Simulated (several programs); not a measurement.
CuI built on the zincblende prototype, relaxed with r2SCAN in Ansatz, was computed with several methods. The symmetry is F-43m (No. 216, cubic); conventional cell a = 6.024 Å, 27.33 Å³ an atom. Cu is surrounded by 4 I at 2.61 Å; I is surrounded by 4 Cu at 2.61 Å. Spin-unpolarised throughout.

```xyz
2
Lattice="0.0000 3.0120 3.0120 3.0120 0.0000 3.0120 3.0120 3.0120 0.0000" Properties=species:S:1:pos:R:3 pbc="T T T"
Cu    0.0000    0.0000    0.0000
I     1.5060    1.5060    1.5060
```

Gaps and times are for a single point on this cell; volume and bulk modulus come from each method's own relaxation or energy curve at fixed shape. Times are rough, from shared hosts (Arm Neoverse V1; Arm Neoverse V2), and each method has its own mesh and cell size. A dagger marks a closed or tiny gap in a crystal that DFT finds insulating: a failure of the method or a wrong SCF state. PM6 (MOPAC), PM7 (MOPAC), GFN1-xTB (tblite), GFN2-xTB (tblite) treat a cluster of cells at its zone centre, which samples few k points: where these miss a band edge, the gap comes out too large for that reason alone. Gaps from k meshes are read at a limited set of points (mesh, symmetry points, PBE's band edges), so each method's own least gap may be somewhat smaller. xTB and the PM methods were fitted mostly to molecules, and can miss a solid's gap by electronvolts. Minimal bases can be far off for gaps. Times of the plane-wave ladder aren't listed, since it ran on unlike processors and cards. GLLB-SC's gap includes the derivative discontinuity. d marks a direct gap, i an indirect one (no mark: not told apart), a dash a value that wasn't computed or didn't pass its checks.

| method | kind | gap (eV) | own volume (Å³/atom) | bulk modulus (GPa) | atoms computed | processor time |
| --- | --- | --- | --- | --- | --- | --- |
| PBEsol | semilocal | – | 26.19 | – | 2 | – |
| light PBE (260 eV and a coarse mesh) | light plane-wave | 1.40 d | – | – | 2 | 1.1 s |
| PBE/single zeta (GPAW) | small basis | 0.00† | – | – | 2 | 2.2 s |
| GFN1-xTB (tblite) | tight binding | 2.81 | 29.76 | 53 | cluster | 2.3 s |
| PBE | semilocal | 1.17 d | 28.11 | 39 | 2 | – |
| GFN2-xTB (tblite) | tight binding | 5.18 | 27.73 | 44 | cluster | 3.6 s |
| LDA | semilocal | 0.99 d | 25.19 | – | 2 | – |
| PBE/SZV (CP2K) | small basis | 0.87 d | – | – | 2 | 6.9 s |
| GLLB-SC (GPAW) | model potential | 2.61 | – | – | 2 | 7 s |
| PM7 (MOPAC) | semi-empirical | 13.31 | – | – | cluster | 7.9 s |
| r2SCAN | semilocal | 1.67 d | 27.33 | 44 | 2 | – |
| PBE/DZVP (CP2K) | small basis | 1.22 d | 29.16 | 37 | 2 | 20 s |
| PBE+SOC | semilocal | 1.01 d | – | – | 2 | – |
| PM6 (MOPAC) | semi-empirical | 4.33 | – | – | cluster | 40 s |
| LC-ωPBE | hybrid | 7.34 d | – | – | 2 | – |
| HSE06 | hybrid | 2.67 d | 28.45 | – | 2 | – |
| PBE0 | hybrid | 3.33 d | – | – | 2 | – |
| DDH-PBE0 | hybrid | 2.51 d | – | – | 2 | – |
| r2SCANh | hybrid | 2.47 d | – | – | 2 | – |
| HSE06+SOC | hybrid | 2.46 d | – | – | 2 | – |

Task: How far from the measured values lie the methods that can be set against them?

Result:
- Volume, measured 27.72 Å³ an atom: PBEsol -5.5 %, GFN1-xTB (tblite) +7.4 %, PBE +1.4 %, GFN2-xTB (tblite) 0.0 %, LDA -9.1 %, r2SCAN -1.4 %, PBE/DZVP (CP2K) +5.2 %, HSE06 +2.6 %.
The calculations are for a static lattice; samples hold vibrations, temperature and, in optical gaps, excitons. A measured value is shown where most reports agree with it, and only for the quantities listed. Sources: 27.72 Å³ an atom (from the lattice constants; cubic lattice constant; “Determination of acoustic phonon anharmonicities via second-order Raman scattering in CuI”; measurement temperature not stated, presumably room temperature; 2023; arxiv:2305.18931).

Only the rows marked +SOC include spin-orbit coupling.
